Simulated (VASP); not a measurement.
# TePb (Fm-3m) in VASP: further runs

Aim: see how the results for TePb move with the level of theory and the settings. Levels: HSE06, PBE-based screened hybrid. Tasks: single point.

Everything below comes from runs of VASP 6.6.1. Logs are shortened: lines on timing, memory, paths and dates and some standing lists are left out, and cuts for length are marked.

**Experimental background.**

From a printed reference work, monograph, for a bulk crystal of TePb at 4.2 K: band gap 0.19 eV (direct).

The runs below are set against these values where they give the same quantity.

### 1 The cell of the first run

Symmetry: Fm-3m, No. 225, cubic system. Conventional cell: a = 6.536 Å, b = 6.536 Å, c = 6.536 Å, α = 90.00°, β = 90.00°, γ = 90.00°. Te (site symmetry m-3m) has 6 Pb at 3.27 Å within 4.3 Å. Within 4.3 Å of Pb (site symmetry m-3m) lie 6 Te at 3.27 Å.

### 2 Single point, HSE06

POSCAR

```
TePb
1.0
    0.0000000000      3.2678555508      3.2678555508
    3.2678555508      0.0000000000      3.2678555508
    3.2678555508      3.2678555508      0.0000000000
Te Pb
1 1
Direct
    0.5000000000      0.5000000000      0.5000000000
    0.0000000000      0.0000000000      0.0000000000
```

INCAR.step1

```
PREC     = Accurate       # precision mode
ENCUT    = 520            # plane-wave cutoff, eV
EDIFF    = 1E-5           # SCF threshold, eV
ISMEAR   = 0              # smearing method
SIGMA    = 0.01           # smearing width, eV
LREAL    = F              # projectors in reciprocal space
LASPH    = T              # aspherical terms in the spheres
NELM     = 100            # most SCF steps
ALGO     = Normal         # electronic algorithm
ISIF     = 2              # what is computed and relaxed
LWAVE    = T              # write WAVECAR
LCHARG   = F              # write CHGCAR
GGA      = PE             # functional
NBANDS   = 17             # bands
```

INCAR.step2

```
PREC     = Accurate       # precision mode
ENCUT    = 520            # plane-wave cutoff, eV
EDIFF    = 1E-6           # SCF threshold, eV
ISMEAR   = 0              # smearing method
SIGMA    = 0.01           # smearing width, eV
LREAL    = F              # projectors in reciprocal space
LASPH    = T              # aspherical terms in the spheres
NELM     = 100            # most SCF steps
ALGO     = Normal         # electronic algorithm
ISIF     = 2              # what is computed and relaxed
LWAVE    = F              # write WAVECAR
LCHARG   = F              # write CHGCAR
GGA      = PE             # functional
LHFCALC  = T              # exact exchange
HFSCREEN = 0.2079         # screening, 1/A
PRECFOCK = Normal       
ISTART   = 1            
NBANDS   = 17             # bands
```

KPOINTS

```
regular mesh
0
Gamma
  4 4 4
```

Potentials or basis: VASP PAW PBE potentials, release 64 (Te, Pb_d).

The run is started by

```sh
$ cat potpaw_PBE.64/Te/POTCAR potpaw_PBE.64/Pb_d/POTCAR > POTCAR
$ cp INCAR.step1 INCAR
$ mpirun -np 1 vasp_std > vasp.out
$ cp INCAR.step2 INCAR
$ mpirun -np 1 vasp_std > vasp.out
```

OUTCAR:

```text
PREC = Accurate
   ENCUT = 520
   EDIFF = 1E-6
   ISMEAR = 0
   LREAL = F
   LASPH = T
   NELM = 100
   ISIF = 2
   GGA = PE
   LHFCALC = T
   HFSCREEN = 0.2079
   PRECFOCK = Normal
   ISTART = 1

 ion  position               nearest neighbor table
   1  0.500  0.500  0.500-   2 3.27   2 3.27   2 3.27   2 3.27   2 3.27   2 3.27
   2  0.000  0.000  0.000-   1 3.27   1 3.27   1 3.27   1 3.27   1 3.27   1 3.27

  LATTYP: Found a face centered cubic cell.
 ALAT       =     6.5357111016

  Lattice vectors:

 A1 = (   0.0000000000,   3.2678555508,   3.2678555508)
 A2 = (   3.2678555508,   0.0000000000,   3.2678555508)
 A3 = (   3.2678555508,   3.2678555508,   0.0000000000)

Analysis of symmetry for initial positions (statically):
=====================================================================
 Subroutine PRICEL returns:
 Original cell was already a primitive cell.

 Routine SETGRP: Setting up the symmetry group for a
 face centered cubic supercell.

 Subroutine GETGRP returns: Found 48 space group operations
 (whereof 48 operations were pure point group operations)
 out of a pool of 48 trial point group operations.

The static configuration has the point symmetry O_h .

Analysis of symmetry for dynamics (positions and initial velocities):
=====================================================================
 Subroutine PRICEL returns:
 Original cell was already a primitive cell.

 Routine SETGRP: Setting up the symmetry group for a
 face centered cubic supercell.

 Subroutine GETGRP returns: Found 48 space group operations
 (whereof 48 operations were pure point group operations)
 out of a pool of 48 trial point group operations.

The dynamic configuration has the point symmetry O_h .

 Subroutine INISYM returns: Found 48 space group operations
 (whereof 48 operations are pure point group operations),
 and found     1 'primitive' translations

----------------------------------------------------------------------------------------

                                     Primitive cell

  volume of cell :      69.7941

  direct lattice vectors                    reciprocal lattice vectors
     0.000000000  3.267855551  3.267855551    -0.153005539  0.153005539  0.153005539
     3.267855551  0.000000000  3.267855551     0.153005539 -0.153005539  0.153005539
     3.267855551  3.267855551  0.000000000     0.153005539  0.153005539 -0.153005539
[... 73 lines left out ...]
   ISIF   =      2    stress and relaxation
   ISYM   =      3    0-nonsym 1-usesym 2-fastsym
   POTIM  = 0.5000    time-step for ionic-motion
   TEBEG  =    0.0;   TEEND  =   0.0 temperature during run
   PSTRESS=    0.0 pullay stress
   NELECT =      20.0000    total number of electrons
   NUPDOWN=      -1.0000    fix difference up-down
   EMIN   =  10.00;   EMAX   =-10.00  energy-range for DOS
   EFERMI =   0.00;   METHOD = LEGACY
   ISMEAR =     0;   SIGMA  =   0.01  broadening in eV -4-tet -1-fermi 0-gaus
   EFERMI_NEDOS =   21; number of points for ismear=-14 and -15
   IALGO  =     38    algorithm
   IMIX   =      1    mixing-type and parameters
     AMIX     =   0.40;   BMIX     =  1.00
     AMIX_MAG =   1.60;   BMIX_MAG =  1.00
  volume/ion in A,a.u.               =      34.90       235.50
  Fermi-wavevector in a.u.,A,eV,Ry     =   1.079308  2.039596 15.849499  1.164905
  Thomas-Fermi vector in A             =   2.215269
   LORBIT       =      0    0 simple, 1 ext, 2 COOP (PROOUT), +10 PAW based schemes
   GGA     = PE    functional components
   LHFCALC =     T    Hartree Fock is set to
   PRECFOCK=normal    Normal, Fast or Accurate (Low or Medium for compatibility)
   ENCUT4O =  -1.0   cutoff for four orbital integrals eV
   NKREDX  =     1    reduce k-point grid by
   NKREDY  =     1    reduce k-point grid by
   NKREDZ  =     1    reduce k-point grid by
   AEXX    =    0.2500 exact exchange contribution
   HFSCREEN=    0.2079 screening length (either q_TF or 0.3 A-1)
   HFSCREENC=   0.2079 screening length for correlation (either q_TF or 0.3 A-1)
   ENCUTFOCK=  -1.0 apply spherical cutoff to Coloumb kernel
   IVDW    =     0    specifies the selected vdW correction
   LEPSILON=     F    determine dielectric tensor
   LRPA    =     F    only Hartree local field effects (RPA)
 non-spin polarized calculation
 Gauss-broadening in eV      SIGMA  =   0.01
  energy-cutoff  :      520.00
  volume of cell :       69.79
 maximum number of plane-waves:      1893
 NGX is ok and might be reduce to    36
  NGX = 28; NGY = 28; NGZ = 28

 number of electron      20.0000002 magnetization

 Free energy of the ion-electron system (eV)
  ---------------------------------------------------
  ext. energy  EPLUGINS =         0.00000000
  ---------------------------------------------------
  free energy    TOTEN  =        -8.96803390 eV

  energy without entropy =       -8.96803390  energy(sigma->0) =       -8.96803390

 E-fermi :   4.9564     XC(G=0):  -7.6417

 val. band max:        4.9005916348   @ k =   0.5000   0.0000   0.0000
 cond. band min:       6.0666064327   @ k =   0.5000   0.0000   0.0000
 fundamental gap:      1.1660147979
 Fermi energy:         4.9564236294

 k-point     1 :       0.0000    0.0000    0.0000
  band No.  band energies     occupation
      1     -13.5946      2.00000
      2     -13.5946      2.00000
      3     -13.5801      2.00000
      4     -13.5801      2.00000
      5     -13.5801      2.00000
      6      -8.0625      2.00000
[... 137 lines left out ...]
      4     -13.5736      2.00000
      5     -13.5577      2.00000
      6      -6.1544      2.00000
[... 9 lines left out ...]
     16      16.6764      0.00000
     17      16.7041      0.00000

------------------------ aborting loop because EDIFF is reached ----------------------------------------

  FORCE on cell =-STRESS in cart. coord.  units (eV):
  Direction    XX          YY          ZZ          XY          YZ          ZX
  --------------------------------------------------------------------------------------
  -------------------------------------------------------------------------------------
  Total       -0.2253443     -0.2253443     -0.2253443      0.0000000      0.0000000      0.0000000
  in kB       -5.1729547     -5.1729547     -5.1729547      0.0000000      0.0000000      0.0000000
  external PRESSURE =      -5.1729547 kB  Pullay stress =       0.0000000 kB

 VOLUME and BASIS-vectors are now :
 -----------------------------------------------------------------------------
  energy-cutoff  :      520.00
  volume of cell :       69.79
      direct lattice vectors                 reciprocal lattice vectors
     0.000000000  3.267855551  3.267855551    -0.153005539  0.153005539  0.153005539
     3.267855551  0.000000000  3.267855551     0.153005539 -0.153005539  0.153005539
     3.267855551  3.267855551  0.000000000     0.153005539  0.153005539 -0.153005539

 POSITION                                       TOTAL-FORCE (eV/Angst)
 -----------------------------------------------------------------------------------
      3.26786      3.26786      3.26786         0.000000     -0.000000     -0.000000
      0.00000      0.00000      0.00000        -0.000000      0.000000      0.000000
 -----------------------------------------------------------------------------------
    total drift:                               -0.000001     -0.000001     -0.000000

  FREE ENERGIE OF THE ION-ELECTRON SYSTEM (eV)
  ---------------------------------------------------
  free  energy   TOTEN  =        -8.9680338951 eV

  energy  without entropy=       -8.9680338951  energy(sigma->0) =       -8.96803390
```

OSZICAR.step1:

```text
N       E                     dE             d eps       ncg     rms          rms(c)
DAV:   1     0.152902226596E+03    0.15290E+03   -0.91684E+03   280   0.110E+03
DAV:   2     0.335686442695E+01   -0.14955E+03   -0.14522E+03   277   0.293E+02
DAV:   3    -0.734980859020E+01   -0.10707E+02   -0.10664E+02   360   0.869E+01
DAV:   4    -0.764369284954E+01   -0.29388E+00   -0.29381E+00   348   0.156E+01
DAV:   5    -0.765178200608E+01   -0.80892E-02   -0.80887E-02   374   0.230E+00    0.311E+00
DAV:   6    -0.751554471259E+01    0.13624E+00   -0.31282E-01   412   0.372E+00    0.193E+00
DAV:   7    -0.751154832748E+01    0.39964E-02   -0.87283E-02   346   0.139E+00    0.917E-01
DAV:   8    -0.751366400418E+01   -0.21157E-02   -0.10341E-02   331   0.101E+00    0.163E-01
DAV:   9    -0.751349989623E+01    0.16411E-03   -0.15757E-03   437   0.405E-01    0.713E-02
DAV:  10    -0.751353112015E+01   -0.31224E-04   -0.18808E-04   323   0.106E-01    0.179E-02
DAV:  11    -0.751353634798E+01   -0.52278E-05   -0.44031E-05   382   0.538E-02
   1 F= -.75135363E+01 E0= -.75135363E+01  d E =-.246222E-48
```

It took 14 min on 1 thread of AMD EPYC 7R13 (Zen 3), shared host; peak memory 0.29 GiB.

Results:

```yaml
Free_energy: -8.9680 eV
Pressure: -0.5 GPa
Band_gap_on_the_k_mesh: 1.17 eV, direct
```

Levels at points of the mesh, in eV from the valence-band top:
| k point | band 6 | band 7 | band 8 | band 9 | band 10 | band 11 | band 12 | band 13 | band 14 | band 15 |
| --- | --- | --- | --- | --- | --- | --- | --- | --- | --- | --- |
| (0.00, 0.00, 0.00) | -12.96 | -6.01 | -1.43 | -1.43 | -1.43 | 4.73 | 4.73 | 4.73 | 6.46 | 6.46 |
| (0.50, 0.00, 0.00) | -11.47 | -9.19 | -0.98 | -0.98 | 0.00 | 1.17 | 1.75 | 1.75 | 9.11 | 9.96 |
| (0.50, 0.50, 0.00) | -11.21 | -7.79 | -4.77 | -2.96 | -2.96 | 3.87 | 6.16 | 6.16 | 7.41 | 10.86 |

Caveat: the PAW data sets were made with another functional, which shifts forces and pressure a little; spin-orbit coupling is left out, which moves the levels of the heavy elements.

### 3 Single point, PBE-based screened hybrid

POSCAR is that of step 2.

INCAR.step1

```
PREC = Accurate
ENCUT = 520
EDIFF = 1E-5
ISMEAR = 0
SIGMA = 0.01
LREAL = False
LASPH = True
NELM = 80
ALGO = Normal
ISIF = 2
LWAVE = True
LCHARG = False
GGA = PE
NBANDS = 17
```

INCAR.step2

```
PREC = Accurate
ENCUT = 520
EDIFF = 1E-6
ISMEAR = 0
SIGMA = 0.01
LREAL = False
LASPH = True
NELM = 80
ALGO = Normal
ISIF = 2
LWAVE = False
LCHARG = False
GGA = PE
LHFCALC = True
AEXX = 0.2
HFSCREEN = 0.5
PRECFOCK = Normal
ISTART = 1
NBANDS = 17
```

KPOINTS

```
Automatic mesh
0
Gamma
  4 4 4
```

Potentials or basis: VASP PAW PBE potentials, release 64 (Te, Pb_d).

The run is started by

```sh
$ cat potpaw_PBE.64/Te/POTCAR potpaw_PBE.64/Pb_d/POTCAR > POTCAR
$ cp INCAR.step1 INCAR
$ mpirun -np 1 vasp_std > vasp.out
$ cp INCAR.step2 INCAR
$ mpirun -np 1 vasp_std > vasp.out
```

It took 13 min on 1 thread of AMD EPYC 7R13 (Zen 3), shared host; peak memory 0.29 GiB.

It converged, with:

- Free energy: -8.0552 eV
- Pressure: 0.0 GPa
- Band gap on the k mesh: 0.88 eV, direct

Levels at points of the mesh, in eV from the valence-band top:
| k point | band 8 | band 9 | band 10 | band 11 | band 12 | band 13 |
| --- | --- | --- | --- | --- | --- | --- |
| (0.00, 0.00, 0.00) | -1.32 | -1.32 | -1.32 | 4.26 | 4.26 | 4.26 |
| (0.50, 0.00, 0.00) | -0.89 | -0.89 | 0.00 | 0.88 | 1.46 | 1.46 |
| (0.50, 0.50, 0.00) | -4.44 | -2.76 | -2.76 | 3.55 | 5.63 | 5.63 |

Caveat: the PAW data sets were made with another functional, which shifts forces and pressure a little; spin-orbit coupling is left out, which moves the levels of the heavy elements.

### 4 Against experiment

Step 2. Measured gap of TePb: 0.19 eV (direct; 4.2 K; a printed reference work, monograph). This calculation gives 1.17 eV (+0.98 eV). Spin-orbit coupling on Pb, Te is left out. The value is that of HSE06 on a finite k mesh, which can miss the band edges, without temperature or zero-point motion.

Step 3. A measured gap of TePb is 0.19 eV (direct; 4.2 K; a printed reference work, monograph); the calculated 0.88 eV misses it by +0.69 eV. Spin-orbit coupling on Pb, Te is left out. The value is that of PBE-based screened hybrid on a finite k mesh, which can miss the band edges, without temperature or zero-point motion.
